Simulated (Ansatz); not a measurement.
Write the native input for Ansatz 0.2.0 that does the following.

```yaml
Task: relaxation of cell and atoms
Functional: BLYP
Dispersion: D3(BJ)
Potentials_or_basis: Ansatz PAW
Cutoff: "420 eV (not typed: the program's choice for these potentials)"
k_mesh: 8 × 8 × 8
Occupations: fermi-dirac, width 0.05 eV
Spin: no spin polarisation
```

The system is SnSe.

```
Sn Se
1.0
     0.00000    3.01000    3.01000
     3.01000    0.00000    3.01000
     3.01000    3.01000    0.00000
Sn Se
1 1
Direct
  0.00000 0.00000 0.00000
  0.50000 0.50000 0.50000
```

Measurements of this composition are mostly on another form, of space group No. 62.

One way to write it, as run:

input.yaml

```yaml
crystal:
  lattice:
    - [0.0, 3.01, 3.01]
    - [3.01, 0.0, 3.01]
    - [3.01, 3.01, 0.0]
  atoms:
    - { symbol: Sn, position: [0.0, 0.0, 0.0] }
    - { symbol: Se, position: [0.5, 0.5, 0.5] }
hamiltonian:
  xc: blyp
  pseudopotentials: { kind: paw }
  dispersion: d3bj
kpoints:
  mp_grid: { grid: [8, 8, 8] }
scf:
  occupations: { method: fermi_dirac, width: 0.05 }
output:
  forces: true
  stress: true
  write_density: true
  write_potential: true
  elf: true
  volumetric_format: npy
relax:
  f_tol: 0.01
  max_steps: 40
  cell: { stress_tol: 0.05 }
```

Potentials or basis: Ansatz PAW.

The run is started by

```sh
$ ansatz run input.yaml --threads 2 --pin off --max-ram 5632MiB --backend cpu --events-out ev --progress --plain --runs-dir out
```

Results of the run:

```yaml
Relaxed_volume: 27.19 Å³/atom
Relaxed_cell: a = 4.253 Å, b = 4.253 Å, c = 4.253 Å, α = 60.00°, β = 60.00°, γ = 60.00°
Space_group_after_relaxing_to_0.05_Å: Fm-3m (No. 225)
Energy_gained_by_relaxing: 0.0 meV/atom
Ionic_steps: 4
Pressure_after_relaxing: 0.0 GPa
Band_gap_on_the_k_mesh: 0.39 eV, direct
```

Caveat: the plane-wave basis is chosen anew once the cell has moved, so the energies of steps on either side of that aren't comparable; spin-orbit coupling is left out, which moves the levels of the heavy elements; the PAW data sets come from PBE, with cores solved anew for the run's functional, which leaves a small shift of forces and pressure.

It took 3.9 s on 2 threads of Arm Neoverse V1 (shared host), peak memory 0.35 GiB.
